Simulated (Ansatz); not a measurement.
## Response of SiC to small distortions

```yaml
crystal:
  lattice:
    - [3.07600, 0.00000, 0.00000]
    - [-1.53800, 2.66389, 0.00000]
    - [0.00000, 0.00000, 5.04800]
  atoms:
    - { symbol: Si, position: [0.33333, 0.66667, 0.00000] }
    - { symbol: Si, position: [0.66667, 0.33333, 0.50000] }
    - { symbol: C, position: [0.33333, 0.66667, 0.38500] }
    - { symbol: C, position: [0.66667, 0.33333, 0.88500] }
```

Atom numbers follow the list: Si1, Si2, C3, C4.

The geometry is COD entry 9008875, unchecked; take it as a test cell.

All numbers below come from DFT, PBEsol, all-electron LAPW, scalar-relativistic in Ansatz 0.2.0.

Settings: a Γ-centred 15×15×8 k mesh, Fermi–Dirac smearing of 0.08 eV, basis error target 1 meV/atom, no spin polarisation.

The unchanged cell is at 0.21 GPa.

Semilocal functionals give too small gaps.

x, y and z are the Cartesian axes of the cell as listed; fractional coordinates follow a strain, and an engineering shear is twice the off-diagonal strain component.

One change gave: energy change +17 meV/atom; stress change (xx, yy, zz, yz, xz, xy) 0.38, 0.39, 0.19, 4.93, 4.94, 7.25 GPa, compression positive; change of the force on C4 (-0.582, -0.227, -0.041) eV/Å; gap on the k mesh 2.17 → 2.09 eV. Which change was it?
A. equal xy, yz and zx engineering shear strains of +3 %
B. equal xy, yz and zx engineering shear strains of -1 %
C. equal xy, yz and zx engineering shear strains of -3 %
D. equal xy, yz and zx engineering shear strains of +1 %
E. equal xy, yz and zx engineering shear strains of +2 %
F. equal xy, yz and zx engineering shear strains of -2 %

C. For equal xy, yz and zx engineering shear strains of -1 %: energy change +2 meV/atom; stress change (xx, yy, zz, yz, xz, xy) 0.04, 0.04, 0.02, 1.65, 1.65, 2.42 GPa, compression positive; change of the force on C4 (-0.179, -0.066, -0.004) eV/Å; gap on the k mesh 2.17 → 2.16 eV. For equal xy, yz and zx engineering shear strains of +2 %: energy change +7 meV/atom; stress change (xx, yy, zz, yz, xz, xy) 0.16, 0.18, 0.08, -3.33, -3.33, -4.84 GPa, compression positive; change of the force on C4 (0.318, 0.104, -0.018) eV/Å; gap on the k mesh 2.17 → 2.15 eV. For equal xy, yz and zx engineering shear strains of -2 %: energy change +7 meV/atom; stress change (xx, yy, zz, yz, xz, xy) 0.17, 0.17, 0.08, 3.30, 3.30, 4.83 GPa, compression positive; change of the force on C4 (-0.372, -0.142, -0.018) eV/Å; gap on the k mesh 2.17 → 2.14 eV. For equal xy, yz and zx engineering shear strains of +1 %: energy change +2 meV/atom; stress change (xx, yy, zz, yz, xz, xy) 0.04, 0.04, 0.02, -1.66, -1.66, -2.42 GPa, compression positive; change of the force on C4 (0.165, 0.057, -0.004) eV/Å; gap on the k mesh 2.17 → 2.16 eV. For equal xy, yz and zx engineering shear strains of +3 %: energy change +17 meV/atom; stress change (xx, yy, zz, yz, xz, xy) 0.35, 0.41, 0.19, -4.99, -5.00, -7.27 GPa, compression positive; change of the force on C4 (0.460, 0.142, -0.039) eV/Å; gap on the k mesh 2.17 → 2.13 eV.
